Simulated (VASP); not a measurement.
Crystal: TiH2.

```
CELL_PARAMETERS angstrom
-1.58858 1.58858 2.06987
1.58858 -1.58858 2.06987
1.58858 1.58858 -2.06987
ATOMIC_POSITIONS crystal
Ti 0.00000 0.00000 0.00000
H 0.25000 0.75000 0.50000
H 0.75000 0.25000 0.50000
```

The cell comes from a database or a generator and needn't be the stable form of this composition.

Base run:

| Property | Result |
| --- | --- |
| Program | VASP 6.6.1 |
| Functional | PBEsol |
| Potentials or basis | VASP PAW PBE potentials, release 64 (Ti_sv, H) |
| Cutoff | 520 eV |
| k mesh | 28 × 28 × 28 |
| Occupations | gaussian, width 0.1 eV |
| Spin | no spin polarisation |

Its results: band gap on the k mesh none (metal or under the smearing width); pressure -0.1 GPa.

Q: The run is repeated on the same cell with these changes: k mesh from 28 × 28 × 28 to 18 × 18 × 18; occupations from gaussian, width 0.1 eV to gaussian, width 0.5 eV. What comes out?

A: Band gap on the k mesh none (metal or under the smearing width); pressure 0.6 GPa.

Caveats: the PAW data sets were made with another functional, which shifts forces and pressure a little.
